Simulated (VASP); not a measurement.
# Ga (I4/mmm) in VASP: settings compared

Aim: see how the results for Ga move with the level of theory and the settings. Levels: PBEsol, PBE. Tasks: equation of state.

Everything below comes from runs of VASP 6.6.1. Logs are shortened: lines on timing, memory, paths and dates and some standing lists are left out, and cuts for length are marked.

### Step 1. The structure

It takes space group I4/mmm (No. 139, tetragonal). The conventional cell has a = 2.769 Å, b = 2.769 Å, c = 4.622 Å, α = 90.00°, β = 90.00°, γ = 90.00°. Ga (site symmetry 4/mmm) is surrounded by 12 Ga at 2.77 to 3.03 Å.

This isn't the form of Ga at room conditions, which is orthorhombic.

### Step 2. Equation of state, PBEsol, 16.66 Å³/atom (volume scaled by 0.94)

The input, INCAR:

```
SYSTEM = Ga
PREC = Accurate
ENCUT = 520
EDIFF = 1E-7
ISMEAR = -1
SIGMA = 0.05
LREAL = .False.
LASPH = .True.
NELM = 80
ALGO = Normal
ISIF = 2
LWAVE = .False.
LCHARG = .False.
GGA = PS
NBANDS = 12
```

The input, KPOINTS:

```
regular mesh
0
Gamma
  13 13 13
  0 0 0
```

The input, POSCAR:

```
Ga
1.0
   -1.3561377546      1.3561377546      2.2640427644
    1.3561377546     -1.3561377546      2.2640427644
    1.3561377546      1.3561377546     -2.2640427644
Ga
1
Direct
    0.0000000000      0.0000000000      0.0000000000
```

Potentials or basis: VASP PAW PBE potentials, release 64 (Ga_d).

Command:

```
cat potpaw_PBE.64/Ga_d/POTCAR > POTCAR
mpirun -np 1 vasp_std > vasp.out
```

OUTCAR:

```text
SYSTEM = Ga
   PREC = Accurate
   ENCUT = 520
   EDIFF = 1E-7
   ISMEAR = -1
   LREAL = .False.
   LASPH = .True.
   NELM = 80
   ISIF = 2
   GGA = PS

 Found    196 irreducible k-points:

 Following reciprocal coordinates:
            Coordinates               Weight
  0.000000  0.000000  0.000000      1.000000
  0.076923 -0.000000  0.000000      8.000000
  0.153846 -0.000000  0.000000      8.000000
  0.230769  0.000000  0.000000      8.000000
  0.307692 -0.000000  0.000000      8.000000
  0.384615  0.000000  0.000000      8.000000
   k-points           NKPTS =    196   k-points in BZ     NKDIM =    196   number of bands    NBANDS=     12
   number of dos      NEDOS =    301   number of ions     NIONS =      1
   total plane-waves  NPLWV =  13824
   dimension x,y,z NGX =    24 NGY =   24 NGZ =   24
   dimension x,y,z NGXF=    48 NGYF=   48 NGZF=   48
   ions per type =               1
   NGX,Y,Z   is equivalent  to a cutoff of  13.45, 13.45, 13.45 a.u.
   NGXF,Y,Z  is equivalent  to a cutoff of  26.89, 26.89, 26.89 a.u.
 SYSTEM =  Ga
   PREC   = accura    normal or accurate (medium, high low for compatibility)
   ISTART =      0    job   : 0-new  1-cont  2-samecut
   ICHARG =      2    charge: 1-file 2-atom 10-const
   ISPIN  =      1    spin polarized calculation?
   LNONCOLLINEAR =      F non collinear calculations
   LSORBIT =      F    spin-orbit coupling
   LASPH  =      T    aspherical Exc in radial PAW
   ENCUT  =  520.0 eV  38.22 Ry    6.18 a.u.   5.52  5.52  5.52*2*pi/ulx,y,z
   NELM   =     80;   NELMIN=  2; NELMDL= -5     # of ELM steps
   EDIFF  = 0.1E-06   stopping-criterion for ELM
   LREAL  =      F    real-space projection
   EDIFFG = 0.1E-05   stopping-criterion for IOM
   NSW    =      0    number of steps for IOM
   IBRION =     -1    ionic relax: 0-MD 1-quasi-New 2-CG
   NFREE  =      0    steps in history (QN), initial steepest desc. (CG)
   ISIF   =      2    stress and relaxation
   ISYM   =      2    0-nonsym 1-usesym 2-fastsym
   POTIM  = 0.5000    time-step for ionic-motion
   TEBEG  =    0.0;   TEEND  =   0.0 temperature during run
   PSTRESS=    0.0 pullay stress
   NELECT =      13.0000    total number of electrons
   NUPDOWN=      -1.0000    fix difference up-down
   EMIN   =  10.00;   EMAX   =-10.00  energy-range for DOS
   EFERMI =   0.00;   METHOD = LEGACY
   ISMEAR =    -1;   SIGMA  =   0.05  broadening in eV -4-tet -1-fermi 0-gaus
   EFERMI_NEDOS =   21; number of points for ismear=-14 and -15
   IALGO  =     38    algorithm
   IMIX   =      4    mixing-type and parameters
     AMIX     =   0.40;   BMIX     =  1.00
     AMIX_MAG =   1.60;   BMIX_MAG =  1.00
  volume/ion in A,a.u.               =      16.66       112.40
  Fermi-wavevector in a.u.,A,eV,Ry     =   1.507319  2.848420 30.912585  2.272011
  Thomas-Fermi vector in A             =   2.617921
   LORBIT       =      0    0 simple, 1 ext, 2 COOP (PROOUT), +10 PAW based schemes
   GGA     = PS    functional components
   LHFCALC =     F    Hartree Fock is set to
   AEXX    =    0.0000 exact exchange contribution
   IVDW    =     0    specifies the selected vdW correction
   LEPSILON=     F    determine dielectric tensor
   LRPA    =     F    only Hartree local field effects (RPA)
 non-spin polarized calculation
  energy-cutoff  :      520.00
  volume of cell :       16.66
 maximum number of plane-waves:       469
 NGX is ok and might be reduce to    24
   NGX = 11   NGY = 11   NGZ = 11

 number of electron      13.0000004 magnetization

 Free energy of the ion-electron system (eV)
  ---------------------------------------------------
  ext. energy  EPLUGINS =         0.00000000
  ---------------------------------------------------
  free energy    TOTEN  =        -3.32522660 eV

  energy without entropy =       -3.32244984  energy(sigma->0) =       -3.32383822

 E-fermi :   6.5722     XC(G=0): -11.7895

 val. band max:        6.5537773276   @ k =  -0.1538  -0.3846   0.0769
 cond. band min:       6.5999292555   @ k =  -0.3077  -0.3846   0.0769
 fundamental gap:      0.0461519279
 Fermi energy:         6.5722011929

 k-point     1 :       0.0000    0.0000    0.0000
  band No.  band energies     occupation
      1      -8.5157      2.00000
      2      -8.3294      2.00000
      3      -8.2894      2.00000
      4      -8.2894      2.00000
      5      -8.0985      2.00000
      6      -5.4380      2.00000
      7      20.0814      0.00000
      8      20.3329      0.00000
      9      20.3329      0.00000
     10      23.5745      0.00000
     11      23.6224      0.00000
     12      24.5263      0.00000

 k-point     2 :       0.0769   -0.0000    0.0000
  band No.  band energies     occupation
      1      -8.5037      2.00000
      2      -8.3262      2.00000
      3      -8.2933      2.00000
      4      -8.2818      2.00000
      5      -8.1051      2.00000
      6      -5.2697      2.00000
      7      18.2718      0.00000
      8      19.4760      0.00000
      9      20.1731      0.00000
     10      22.4530      0.00000
     11      23.5917      0.00000
     12      24.9856      0.00000

 k-point     3 :       0.1538   -0.0000    0.0000
  band No.  band energies     occupation
      1      -8.4794      2.00000
      2      -8.3366      2.00000
      3      -8.2792      2.00000
      4      -8.2627      2.00000
      5      -8.1213      2.00000
      6      -4.7593      2.00000
      7      14.8999      0.00000
      8      18.2186      0.00000
      9      19.8703      0.00000
     10      21.5398      0.00000
     11      22.8445      0.00000
     12      26.1573      0.00000

 k-point     4 :       0.2308    0.0000    0.0000
  band No.  band energies     occupation
      1      -8.4643      2.00000
      2      -8.3742      2.00000
      3      -8.2446      2.00000
      4      -8.2233      2.00000
      5      -8.1351      2.00000
      6      -3.8983      2.00000
      7      11.5489      0.00000
      8      16.9956      0.00000
      9      19.6503      0.00000
     10      20.5583      0.00000
     11      22.6323      0.00000
     12      27.4059      0.00000

 k-point     5 :       0.3077   -0.0000    0.0000
  band No.  band energies     occupation
      1      -8.4646      2.00000
      2      -8.4186      2.00000
      3      -8.2457      2.00000
      4      -8.1477      2.00000
      5      -8.1291      2.00000
      6      -2.6844      2.00000
      7       8.4228      0.00000
      8      15.9996      0.00000
      9      19.5976      0.00000
     10      19.7726      0.00000
     11      22.6699      0.00000
     12      26.3862      0.00000

 k-point     6 :       0.3846    0.0000    0.0000
  band No.  band energies     occupation
      1      -8.4799      2.00000
      2      -8.4484      2.00000
      3      -8.2609      2.00000
      4      -8.1097      2.00000
      5      -8.0792      2.00000
      6      -1.1231      2.00000
      7       5.5750      2.00000
      8      15.3045      0.00000
      9      19.2459      0.00000
     10      19.6914      0.00000
     11      22.8663      0.00000
     12      25.1094      0.00000

 [... further k-points ...]

------------------------ aborting loop because EDIFF is reached ----------------------------------------

  FORCE on cell =-STRESS in cart. coord.  units (eV):
  Direction    XX          YY          ZZ          XY          YZ          ZX
  --------------------------------------------------------------------------------------
  -------------------------------------------------------------------------------------
  Total        0.4714432      0.4714432      0.3679790      0.0000000      0.0000000      0.0000000
  in kB       45.3510864     45.3510864     35.3982134      0.0000000      0.0000000      0.0000000
  external PRESSURE =      42.0334621 kB  Pullay stress =       0.0000000 kB

 VOLUME and BASIS-vectors are now :
 -----------------------------------------------------------------------------
  energy-cutoff  :      520.00
  volume of cell :       16.66
      direct lattice vectors                 reciprocal lattice vectors
    -1.356137755  1.356137755  2.264042764     0.000000000  0.368694108  0.220843885
     1.356137755 -1.356137755  2.264042764     0.368694108  0.000000000  0.220843885
     1.356137755  1.356137755 -2.264042764     0.368694108  0.368694108  0.000000000

 POSITION                                       TOTAL-FORCE (eV/Angst)
 -----------------------------------------------------------------------------------
      0.00000      0.00000      0.00000         0.000000      0.000000      0.000000
 -----------------------------------------------------------------------------------
    total drift:                                0.000000      0.000000     -0.000000

  FREE ENERGIE OF THE ION-ELECTRON SYSTEM (eV)
  ---------------------------------------------------
  free  energy   TOTEN  =        -3.3252265995 eV

  energy  without entropy=       -3.3224498351  energy(sigma->0) =       -3.32383822
```

Run time: 23 s. Hardware: 1 thread of Intel Xeon Platinum 8259CL at 2.50GHz (Skylake/Cascade Lake), shared host; peak memory 0.17 GiB.

What came out:

```
Free energy            : -3.3252 eV
Pressure               : 4.2 GPa
Band gap on the k mesh : none (metal or under the smearing width)
```

Caveat: the PAW data sets were made with another functional, which shifts forces and pressure a little.

### Step 3. Equation of state, PBEsol, 17.01 Å³/atom (volume scaled by 0.96)

INCAR is that of step 2.

KPOINTS is that of step 2.

The input, POSCAR:

```
Ga
1.0
   -1.3656883352      1.3656883352      2.2799872528
    1.3656883352     -1.3656883352      2.2799872528
    1.3656883352      1.3656883352     -2.2799872528
Ga
1
Direct
    0.0000000000      0.0000000000      0.0000000000
```

Potentials or basis: VASP PAW PBE potentials, release 64 (Ga_d).

Command:

```
cat potpaw_PBE.64/Ga_d/POTCAR > POTCAR
mpirun -np 1 vasp_std > vasp.out
```

It took 21 s on 1 thread of Intel Xeon Platinum 8259CL at 2.50GHz (Skylake/Cascade Lake), shared host; peak memory 0.16 GiB.

Results (log left out):

* Free energy: -3.3327 eV
* Pressure: 2.5 GPa
* Band gap on the k mesh: none (metal or under the smearing width)

Caveat: the PAW data sets were made with another functional, which shifts forces and pressure a little.

[end of part 1 of 2]
